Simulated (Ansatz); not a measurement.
ZnS built on the wurtzite prototype, relaxed with r2SCAN, was run in the PAW code Ansatz under altered settings. All numbers are computed, without spin polarisation but where a row says otherwise.

```yaml
crystal:
  lattice:
    - [3.80545, 0.00000, 0.00000]
    - [-1.90273, 3.29562, 0.00000]
    - [0.00000, 0.00000, 6.24399]
  atoms:
    - { symbol: Zn, position: [0.33333, 0.66667, 0.00034] }
    - { symbol: Zn, position: [0.66667, 0.33333, 0.50034] }
    - { symbol: S, position: [0.33333, 0.66667, 0.37466] }
    - { symbol: S, position: [0.66667, 0.33333, 0.87466] }
```

The base run's other keys:
```yaml
kpoints:
  mp_grid: { grid: [6, 6, 2] }
hamiltonian:
  xc: hse06
scf:
  occupations: { method: fixed }
  n_extra_bands: 5
```

It takes 18 iterations with 1521 plane waves at 420 eV and 14 k points, and leaves a mean stress of +1.57 GPa. The gap over this mesh is 3.446 eV. It ran on 4 threads of Arm Neoverse N1 (shared host).

Outcomes, with energy and stress as changes against the base:
```tsv
setting	outcome	ΔF (meV/atom)	Δ mean stress (GPa)	gap on the mesh (eV)	iterations	wall time
PBE hybrid, exx coeff 1.0, omega 0.1 1/Å	converged	–	-1.3	8.801	25	42 s
PBE hybrid, exx coeff 0.75, omega 0.1 1/Å	converged	–	-1.0	7.083	21	38 s
basis.ecutrho_ratio: 8	converged	0.0	0.0	3.446	17	34 s
```
A dash marks a value that wasn't obtained or can't be compared. Stress is positive in compression. The base took 30 s. The base's mesh is coarse for a hybrid, so its own values aren't converged.

- PBE hybrid, exx coeff 1.0, omega 0.1 1/Å. That is 100 % exact exchange, screened with ω = 0.1 1/Å, against HSE06's 25 % screened at 0.208 1/Å. The mean stress moves by -1.3 GPa and the gap on the mesh by +5.355 eV (to 8.801). Totals of different functionals aren't comparable. The program warns that on this mesh the truncation of the exchange isn't bounded, so part of the change can be an error of the mesh.
- PBE hybrid, exx coeff 0.75, omega 0.1 1/Å. That is 75 % exact exchange, screened with ω = 0.1 1/Å, against HSE06's 25 % screened at 0.208 1/Å. The mean stress moves by -1.0 GPa and the gap on the mesh by +3.638 eV (to 7.083). Totals of different functionals aren't comparable. The program warns that on this mesh the truncation of the exchange isn't bounded, so part of the change can be an error of the mesh.

Within 1 meV an atom, 0.1 GPa and 0.005 eV of the base stay: basis.ecutrho_ratio: 8.

The program warns that its thresholds are loose for a hybrid's stress.

The meshes of the hybrids are coarse, so their gaps aren't converged to the digits shown.
